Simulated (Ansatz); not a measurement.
The reference is InCuS2 in the chalcopyrite structure (space group I-42d, No. 122).

```xyz
8
Lattice="-2.7610 2.7610 5.5652 2.7610 -2.7610 5.5652 2.7610 2.7610 -5.5652" Properties=species:S:1:pos:R:3 pbc="T T T"
Cu     0.0000     2.7610     2.7826
Cu     0.0000     0.0000     0.0000
In     2.7610     0.0000     2.7826
In     0.0000     0.0000     5.5652
S      1.3805     1.2240    -1.3913
S      1.3805     1.5370     4.1739
S      1.5370    -1.3805     6.9565
S      1.2240     4.1415     1.3913
```

Cartesian axes are those of the cell as printed.

Computed with Ansatz (a first-principles code), r2SCAN, PAW, cutoff 500 eV, spin-orbit coupling left out.

For the base:

- Width of the top valence band: 0.79 eV

It is then changed as follows: compressive biaxial strain of 3.59 % in the plane normal to [001], as in epitaxy on a mismatched substrate; the out-of-plane cell vector and the atoms relax.

**Question.** What does the calculation give for the width of the top valence band and energy relative to the base after the change?

**Answer.** The width of the top valence band goes up by 0.06 eV (0.79 eV → 0.85 eV); the energy rises by 13 meV/atom.

The levels and masses belong to the bands next to the band gap. No phonon test of stability was made. All final runs are without spin polarisation.
